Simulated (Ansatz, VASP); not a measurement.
**Cu in VASP and in Ansatz**

```
Cu
1.0
    -1.48608    1.48608    1.35544
     1.48608   -1.48608    1.35544
     1.48608    1.48608   -1.35544
Cu
1
Direct
  0.00000 0.00000 0.00000
```

Change from the starting cell: strain +0.030 along x and y, -0.015 along z, atoms carried along.

Alike in both runs: task single point; functional PBEsol; k mesh 24 × 24 × 24; occupations gaussian, width 0.15 eV; no spin polarisation.

|  | VASP | Ansatz |
| --- | --- | --- |
| version | VASP 6.6.1 | Ansatz 0.2.0 |
| potentials or method | VASP PAW PBE potentials, release 64 (Cu) | scalar-relativistic, plane waves, PAW |
| plane-wave cutoff (eV) | 520 | 420 |
| valence electrons in the cell | 11 | 19 |

Ansatz gave:

```
gap on the k mesh at the Fermi level (eV)       : none
pressure (GPa)                                  : -7.5
largest component of the traceless stress (GPa) : 0.26
```

Estimate VASP's values.

gap on the k mesh at the Fermi level (eV): none; pressure (GPa): -6.8; largest component of the traceless stress (GPa): 0.30.

A gap of «none» marks a metal or a gap that the smearing closes. With one functional, cell and mesh, what is left measures potentials, basis and numerics. The two sets of potentials don't hold the same shells in valence.

Caveats: the PAW data sets were made with another functional, which shifts forces and pressure a little (VASP).
